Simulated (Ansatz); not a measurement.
Runs of Ansatz 0.2.0 on MnS. The structure is cubic, space group Fm-3m (No. 225). Conventional cell: a = 5.209 Å, b = 5.209 Å, c = 5.209 Å, α = 90.00°, β = 90.00°, γ = 90.00°. Around Mn (site symmetry m-3m) lie 6 S at 2.60 Å. Around S (site symmetry m-3m) lie 6 Mn at 2.60 Å. 

```tsv
task	level	cell	points for each segment of the path	gap on the mesh (eV)	pressure (GPa)	moment (μB)	relaxed volume (Å³/atom)
relaxation of cell and atoms	LDA	relaxed	-	none	0.0	(b)	(c)
band structure	RPBE	as given	14	none	0.6	4.77	-
relaxation of cell and atoms	PBEsol+D4	relaxed	-	none	0.0	3.94	14.45
band structure	LDA	as given	14	none	(a)	4.57	-
relaxation of cell and atoms	PBEsol	relaxed	-	none	0.0	3.98	14.85
```

Alike in all rows: potentials or basis Ansatz PAW; spin collinear, ferromagnetic start; k mesh 9 × 9 × 9; cutoff (eV) 420; smearing fermi-dirac 0.05 eV.

Q: Fill in the values left out.

A: (a) -11.6; (b) 3.63; (c) 13.87.

Caveats: a cell with one magnetic atom can't hold antiferromagnetic order, which such compounds often take; semilocal functionals often make such compounds metallic where correlation or magnetic order opens a gap, which also shifts bond lengths; the PAW data sets come from PBE, with cores solved anew for the run's functional, which leaves a small shift of forces and pressure; the volume moved by over 15 % at a fixed basis, so the end points are rough (some runs); the plane-wave basis is chosen anew once the cell has moved, so the energies of steps on either side of that aren't comparable (some runs); the volume moved by -22 % from the deposited cell, more than functionals usually miss (some runs); the volume moved by -18 % from the deposited cell, more than functionals usually miss (some runs).

A gap of «none» marks a metal or a gap under the smearing width.

Runs at the PBE level aren't shown here.
